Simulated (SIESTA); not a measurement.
The system is Mo.

```
CELL_PARAMETERS angstrom
-1.58381 1.58381 1.58381
1.58381 -1.58381 1.58381
1.58381 1.58381 -1.58381
ATOMIC_POSITIONS crystal
Mo 0.00000 0.00000 0.00000
```

Base run:

```yaml
Program: SIESTA 5.4.2
Functional: PBE
Potentials_or_basis: PseudoDojo 0.4 standard (PBE files)
Basis: DZP (energy shift 0.002 Ry)
Grid_cutoff: 800 Ry
Energy_shift: 0.002 Ry
k_mesh: 12 × 12 × 12
Occupations: fermi-dirac, width 0.05 eV
Spin: no spin polarisation
```

Its results: band gap on the k mesh none (metal or under the smearing width); pressure -0.5 GPa.

The run is repeated on the same cell with these changes: functional from PBE to vdW-DF-cx. What comes out?

Band gap on the k mesh none (metal or under the smearing width); pressure -7.4 GPa.

Caveats: semicore shells carry a single zeta, which can move pressures by several GPa and volumes by a few percent; the basis of atomic orbitals isn't converged, which shifts pressures, moduli and gaps; the potentials were made for another functional, which shifts forces and pressure (some runs).

Not every run made on this cell is shown here.
